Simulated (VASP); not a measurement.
Energy against volume of BaSnO₃ (cubic perovskite). Calculation: LDA (Ceperley-Alder, Perdew-Zunger), VASP's LDA PAW potentials (set 64) (plane waves; VASP 6.6.1). Settings: 520 eV cut-off, 6×6×6 Γ-centred mesh, Gaussian smearing of 0.050 eV, potentials Ba_sv Sn_d O.

| V (Å³/atom) | E (eV/atom) |
|---|---|
| 13.351 | -7.08538 |
| 13.764 | -7.09259 |
| 14.177 | -7.08701 |
| 14.590 | -7.07074 |

Fit these four points and predict the energy of the run at 12.938 Å³/atom.

A cubic in V^(−2/3), the third-order Birch-Murnaghan form, passes through the four points with V0 = 13.78 Å³/atom and B0 = 164 GPa, and gives -7.0629 eV/atom there. The run gave -7.0630 eV/atom, -0.1 meV/atom from the fit; all five points give B0 = 164 GPa.

The compound is BaSnO3 in the cubic perovskite structure. It was relaxed first.
